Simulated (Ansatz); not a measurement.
**Where the states of CuCl lie**

```
Cu Cl
1.0
     0.00000    2.71010    2.71010
     2.71010    0.00000    2.71010
     2.71010    2.71010    0.00000
Cu Cl
1 1
Direct
  0.00000 0.00000 0.00000
  0.75000 0.75000 0.75000
```

The geometry is COD entry 9013925, unchecked; take it as a test cell.

Computed with DFT, LDA, all-electron LAPW, scalar-relativistic (Ansatz 0.2.0).

The runs use a Γ-centred 13×13×13 k mesh, Fermi–Dirac smearing of 0.05 eV, basis error target 0.25 meV/atom, no spin polarisation.

States per eV and cell, averaged over 0.6 eV, from -6.9 to 5.5 eV, with energies (bin centres) from the valence-band top; empty bins are left out. The partial columns, the largest 4 alone, are projections on Löwdin-orthogonalised atomic shells (those that the program's projection atoms carry: the occupied ones and, for some elements, an empty d or f shell; other empty shells have no column), summed over atoms of an element. Weights on diffuse s and p shells depend on that basis and aren't pure angular character.

```tsv
E (eV)	total	Cu 3d	Cl 3p	Cu 4s	Cl 3s
-6.7	0.13	0.00	0.10	0.02	0.00
-6.1	2.82	0.13	2.19	0.45	0.02
-5.5	1.62	0.18	1.35	0.06	0.01
-4.9	5.44	0.91	4.46	0.02	0.00
-1.9	2.03	1.97	0.02	0.01	0.00
-1.3	8.45	8.15	0.16	0.03	0.04
-0.7	5.25	4.41	0.72	0.03	0.03
-0.1	0.93	0.70	0.22	0.01	0.00
0.5	0.01	0.00	0.00	0.00	0.00
1.1	0.06	0.00	0.01	0.03	0.01
1.7	0.12	0.00	0.02	0.08	0.02
2.3	0.24	0.00	0.04	0.16	0.03
2.9	0.56	0.00	0.08	0.35	0.04
3.5	0.96	0.01	0.11	0.47	0.04
4.1	1.05	0.02	0.12	0.44	0.02
4.7	1.05	0.01	0.13	0.37	0.01
5.3	1.43	0.01	0.09	0.21	0.00
```

Which of the resolved shells contributes most in the top eV of the valence band?

Cu 3d, with 83 % of all states there; Cl 3p follows with 15 %.

Where is the centre of the filled Cu 3d states between -14 eV and the top of the filled states?

-1.49 eV from the valence-band top.
